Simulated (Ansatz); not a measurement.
# Mg2ZnO3: the cost of one run

Computed with Ansatz 0.2.0 (DFT PBE, scalar-relativistic, plane waves, PAW, unless a step's input says otherwise).

## 1. The structure to begin with

The structure is tetragonal, space group I4/mmm (No. 139). The conventional cell has a = 3.294 Å, b = 3.294 Å, c = 13.977 Å, α = 90.00°, β = 90.00°, γ = 90.00°. Around Mg (site symmetry 4mm) lie 6 O at 2.33 Å. Zn (site symmetry 4/mmm) has 6 O at 2.33 Å as nearest neighbours. Around O (site symmetry 4/mmm) lie 4 Zn at 2.33 Å and 2 Mg at 2.33 Å. O (site symmetry 4mm) is surrounded by 5 Mg at 2.33 Å and 1 Zn at 2.33 Å.

As a file:

```cif
data_structure
_symmetry_space_group_name_H-M 'I4/mmm'
_symmetry_Int_Tables_number 139
_cell_length_a 3.2944
_cell_length_b 3.2944
_cell_length_c 13.9768
_cell_angle_alpha 90.000
_cell_angle_beta 90.000
_cell_angle_gamma 90.000
_cell_volume 151.69
loop_
_atom_site_label
_atom_site_type_symbol
_atom_site_symmetry_multiplicity
_atom_site_Wyckoff_symbol
_atom_site_fract_x
_atom_site_fract_y
_atom_site_fract_z
_atom_site_occupancy
Mg1 Mg 4 e 0.50000 0.50000 0.33333 1
Zn1 Zn 2 b 0.50000 0.50000 0.00000 1
O1 O 2 a 0.00000 0.00000 0.00000 1
O2 O 4 e 0.50000 0.50000 0.16667 1
```

The start is an ordering of an alloy on its end members' structure types: elements ordered on the sites of the MgO type, Zn/Mg on Mg (I4/mmm, No. 139).

## 2. The guess as it stands, on a coarse mesh

input.yaml reads:

```yaml
crystal:
  lattice:
    - [-1.64717727, 1.64717727, 6.98838129]
    - [1.64717727, -1.64717727, 6.98838129]
    - [1.64717727, 1.64717727, -6.98838129]
  atoms:
    - { symbol: Mg, position: [0.83333333, 0.83333333, 0.0] }
    - { symbol: Mg, position: [0.16666667, 0.16666667, 0.0] }
    - { symbol: Zn, position: [0.5, 0.5, 0.0] }
    - { symbol: O, position: [0.0, 0.0, 0.0] }
    - { symbol: O, position: [0.66666667, 0.66666667, 0.0] }
    - { symbol: O, position: [0.33333333, 0.33333333, 0.0] }
basis:
  ecutwfc: 420
kpoints:
  mp_grid: { grid: [8, 8, 8] }
hamiltonian:
  xc: pbe
scf:
  occupations: { method: gaussian, width: 0.1 }
  lower_state_search: "off"
output:
  forces: true
  stress: true
  eigenvalues: true
```

Run with:

```
$ ansatz run input.yaml --threads 1 --pin off --max-ram 2560MiB --backend cpu --events-out ev --progress --plain --runs-dir out
```

Q: Estimate wall time and peak memory on 1 thread of Intel Xeon 6975P-C (Granite Rapids), shared host.

About 3.3 s, with a peak of 0.45 GiB.
